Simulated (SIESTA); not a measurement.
Cu: equation of state with PBEsol

The system is Cu.

```
Cu
1.0
     0.00000    1.80750    1.80750
     1.80750    0.00000    1.80750
     1.80750    1.80750    0.00000
Cu
1
Direct
  0.00000 0.00000 0.00000
```

- Program: SIESTA 5.4.2
- Task: equation of state
- Functional: PBEsol
- Potentials or basis: PseudoDojo 0.4 standard (PBEsol files)
- Basis: DZP (energy shift 0.003 Ry; two zetas on semicore shells)
- Grid cutoff: 800 Ry
- Energy shift: 0.003 Ry
- k mesh: 13 × 13 × 13
- Occupations: fermi-dirac, width 0.05 eV
- Spin: no spin polarisation

```json
{
 "Equilibrium volume": "11.28 Å³/atom",
 "Bulk modulus": "177 GPa",
 "Pressure derivative of the bulk modulus": "5.3 (rough: it moves with the points fitted)"
}
```

Energy against volume, from the lowest point:
```csv
volume (Å³/atom),energy (meV/atom)
11.102,1.26
11.338,0.00
11.574,3.61
11.810,12.25
12.047,24.97
12.283,40.88
12.519,60.22
```

All runs of the series together: 2.2 min on 1 thread of Intel(R) Xeon(R) 6975P-C (Granite Rapids) (shared host).

Caveat: short orbitals over semicore shells can move pressures by several GPa; the basis of atomic orbitals isn't converged, which shifts pressures, moduli and gaps.
